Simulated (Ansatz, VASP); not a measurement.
**Two plane-wave programs on BN**

```
B N
1.0
     2.66291    0.00000    0.00000
    -1.33146    2.30615    0.00000
     0.00000    0.00000    8.38043
B N
2 2
Direct
  0.33333 0.66667 0.25000
  0.66667 0.33333 0.75000
  0.33333 0.66667 0.75000
  0.66667 0.33333 0.25000
```

Change from the starting cell: biaxial strain in the a-b plane, c and atoms relaxed: +6.0 %.

Alike in both runs: functional PBE; k mesh 12 × 12 × 4; occupations gaussian, width 0.02 eV; no spin polarisation.

Ansatz relaxed the structure, and its values are those at the end. VASP's run is a single point on that final structure, the one shown.

```csv
,VASP,Ansatz
version,VASP 6.6.1,Ansatz 0.2.0
potentials or method,"VASP PAW PBE potentials, release 64 (B, N)","scalar-relativistic, plane waves, PAW"
plane-wave cutoff (eV),520,420
valence electrons in the cell,16,16
```

|  | VASP | Ansatz | Ansatz less VASP |
| --- | --- | --- | --- |
| gap on the k mesh at the Fermi level (eV) | 4.20 | 4.20 | +0.002 |
| least direct gap on the mesh (eV) | 4.20 | 4.20 | +0.002 |
| pressure (GPa) | -25.3 | -25.3 | 0.00 |

Caveats: so large a pressure means that the cell lies far from this level's equilibrium, or that cutoff or potentials fall short (VASP); this functional lacks dispersion, which binds the layers, so the pressure and a relaxed spacing across them are unreliable. A k mesh can miss the band edges.
